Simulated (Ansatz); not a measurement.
Crystal: FeO.

```
CELL_PARAMETERS angstrom
2.90291 0.00000 0.00000
-1.45145 2.51399 0.00000
0.00000 0.00000 2.83309
ATOMIC_POSITIONS crystal
Fe 0.00000 0.00000 0.00000
O 0.66667 0.33333 0.50000
```

The cell comes from a database or a generator and needn't be the stable form of this composition.

| Property | Result |
| --- | --- |
| Program | Ansatz 0.2.0 |
| Task | relaxation of cell and atoms |
| Functional | HSE03 |
| Potentials or basis | Ansatz PAW |
| Cutoff | 420 eV (not typed: the program's choice for these potentials) |
| k mesh | 5 × 5 × 5 |
| Occupations | fermi-dirac, width 0.05 eV |
| Spin | collinear spin, ferromagnetic start |
| Starting moments | [3.0, 0.0] μB |

At the start: volume 10.34 Å³/atom.

How do energy, volume and symmetry change on relaxing?

It ends after 8 steps and the volume is 9.41 Å³/atom (-9.0 %); space group P-6m2 (No. 187, to 0.05 Å); moment 4.00 μB per cell.

Step by step:
```
step  energy change (eV)  largest force (eV/Å)  volume (Å³)
   1              0.0000                0.0000        20.68
   2             -0.0978                0.0000        19.52
   3             -0.1159                0.0000        18.69
   4             -0.1160                0.0000        18.85
   5             -0.1160                0.0000        18.83
   6             -0.1101                0.0000        18.83
   7             -0.1102                0.0000        18.81
   8             -0.1101                0.0000        18.81
```

Final structure:
```
Fe O
1.0
     2.82229    0.00000    0.00000
    -1.41115    2.44418    0.00000
     0.00000    0.00000    2.72706
Fe O
1 1
Direct
  0.00000 0.00000 0.00000
  0.66667 0.33333 0.50000
```

Caveat: the k mesh is coarse (spacing up to 0.50 Å⁻¹), so the values aren't converged, least of all with exact exchange; the magnetic or orbital state may not be the lowest; the plane-wave basis is chosen anew once the cell has moved, so the energies of steps on either side of that aren't comparable; the pressure holds a Pulay correction of +0.7 GPa for the finite cutoff; a cell with one magnetic atom can't hold antiferromagnetic order, which such compounds often take; the PAW data sets come from PBE, with cores solved anew for the run's functional, which leaves a small shift of forces and pressure.
